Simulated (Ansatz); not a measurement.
input.yaml (Ansatz)

```yaml
crystal:
  lattice:
    - [0.0, 5.0717530844, 5.0717530844]
    - [5.0717530844, 0.0, 5.0717530844]
    - [5.0717530844, 5.0717530844, 0.0]
  atoms:
    - { symbol: Ba, position: [0.125, 0.125, 0.125] }
    - { symbol: Ba, position: [0.875, 0.875, 0.875] }
hamiltonian:
  xc: rpbe
  pseudopotentials:
    kind: paw
    azcp:
      Ba: "pseudopotentials/Ba.paw.azcp"
basis:
  ecutwfc: 420
  fft_grid_basis: typed
kpoints:
  mp_grid: { grid: [6, 6, 6], shift: [0, 0, 0] }
magnetization:
  spin_polarized: false
scf:
  occupations: { method: fermi_dirac, width: 0.1 }
  lower_state_search: "off"
output:
  stress: true
```

and its output:

```
Engine: ansatz 0.2.0, aarch64-unknown-linux-gnu
Pseudopotentials: kind: paw
Pseudopotential: Ba, paw, valence charge 10, recommended cutoff 420 eV (normal) 
Functional definition: RPBE
  parameter kappa = 0.804
  parameter beta = 0.06672455060314922
  exchange = rpbe_x(kappa = kappa, mu = beta*pi^2/3)
  correlation = pbe_c(beta = beta)
Crystal: 2 atoms, lattice volume = 260.918 Å³
Basis set: ecut = 420 eV, 5029 PW (Γ)
Bands: 14, of which v1, the nominal top of the filled ones, is band 10 counted from 1 (9 counted from 0)
Symmetry: 48 space group operations
Space group: Fd-3m (ITA 227), of the structure as read, at distance tolerance 6.4e-5 Å
k-points: 16 of 216
Non-local potential: Ba, projectors of the file, l = 0: 3, l = 1: 2, l = 2: 2, l = 3: 2
PAW form: soft (Blöchl's): semilocal exchange-correlation on the pseudo side does not see the compensation charge
PAW frozen core: Ba, regenerated for the run's functional, and the local potential with it (the file was generated under x = pbe(κ = 0.804, μ = 0.2195149727645171), c = pbe(β = 0.06672455060314922))
PAW one-centre angular grid: Ba, 194 points (default); XC on 64 Gauss nodes
Initial density: superposition of atomic densities (neutral atoms: chi_scale 0, normalization atom), corrected by the library's trained network
Initial wavefunctions: pseudopotential atomic-orbital guess
Functional: x = rpbe, c = pbe(β = 0.06672455060314922)
SCF iter   1: F=—  HF=-11916.459715 eV  |F-HF|=—  |Δ(HF+E_count)|=         —  Δρ=1.74e-3  dr2=4.00e-2  ethr=1.77e-3  ⟨swp⟩=8.2  Hψ=3691  notcnv=0
automatic band count: the SCF goes on with 18 bands, as 14 were too few: the levels above may hold too much charge
SCF iter   2: F=—  HF=-11916.469362 eV  |F-HF|=—  |Δ(HF+E_count)|=   9.65e-3  Δρ=9.34e-4  dr2=1.28e-2  ethr=2.00e-4  ⟨swp⟩=2.1  Hψ=581  notcnv=0
SCF iter   3: F=—  HF=-11916.479116 eV  |F-HF|=—  |Δ(HF+E_count)|=   9.75e-3  Δρ=4.53e-4  dr2=2.49e-3  ethr=6.40e-5  ⟨swp⟩=2.0  Hψ=430  notcnv=0
SCF iter   4: F=—  HF=-11916.480823 eV  |F-HF|=—  |Δ(HF+E_count)|=   1.71e-3  Δρ=1.37e-4  dr2=7.76e-5  ethr=1.24e-5  ⟨swp⟩=3.0  Hψ=534  notcnv=0
SCF iter   5: F=—  HF=-11916.481114 eV  |F-HF|=—  |Δ(HF+E_count)|=   2.91e-4  Δρ=3.77e-5  dr2=1.14e-5  ethr=3.88e-7  ⟨swp⟩=2.4  Hψ=552  notcnv=0
SCF iter   6: F=—  HF=-11916.481129 eV  |F-HF|=—  |Δ(HF+E_count)|=   1.57e-5  Δρ=8.49e-6  dr2=2.51e-7  ethr=5.69e-8  ⟨swp⟩=3.0  Hψ=551  notcnv=0
SCF iter   7: F=-11916.481130 eV  HF=-11916.481130 eV  |F-HF|=4.12e-8  |Δ(HF+E_count)|=   1.03e-6  Δρ=2.69e-6  dr2=2.86e-8  ethr=5.00e-10  ⟨swp⟩=5.2  Hψ=980  notcnv=0
SCF 1 converged in 7 iterations: F = -11916.481130 eV  dr2 = 2.86e-8
SCF converged after 7 iterations
Free energy (F): -11916.481130 eV
Harris-Foulkes:  -11916.481130 eV  (|F-HF|=4.12e-8)
Internal energy: -11916.238116 eV  (E = F + TS)
E sigma→0 (E₀):  -11916.359623 eV
Entropy (-TS):   -0.243014 eV (-121.507 meV/atom)
Fermi energy:    1.815486 eV
--- Per-component energies (eV) ---
  E_band       = -267.574233
  E_kinetic    = 329.510926
  E_local      = -1209.280420  (includes V_loc(G=0)·N_el)
  E_nonlocal   = 112.813729
  E_hartree    = 416.110250
  E_xc         = -330.752507
  E_vxc        = -262.666538  (∫ρ·V_xc dr)
  E_paw        = -10469.834377  (= ΣΔE_a)
  E_vpaw       = -70.169832  (= ΣTr[D̂ρ^β])
  E_aug_tail   = -0.000003  (compensation charges beyond the density's cutoff)
  E_ewald      = -764.705821
  E_core_change = -0.099895  (= ΣΔE_core)
  E_smearing   = -0.243014  (= −TS)
  E_closure    = -0.000000  (closes the sum)
  Σ components = -11916.481130   (vs F -11916.481130, Δ=0.00e0)
--- Stress (GPa, compression-positive) ---
        0.058823      -0.000000      -0.000000
        0.000000       0.058823      -0.000000
       -0.000000       0.000000       0.058823
  P = ⅓ Tr σ = 0.0588 GPa (0.588 kbar)
```
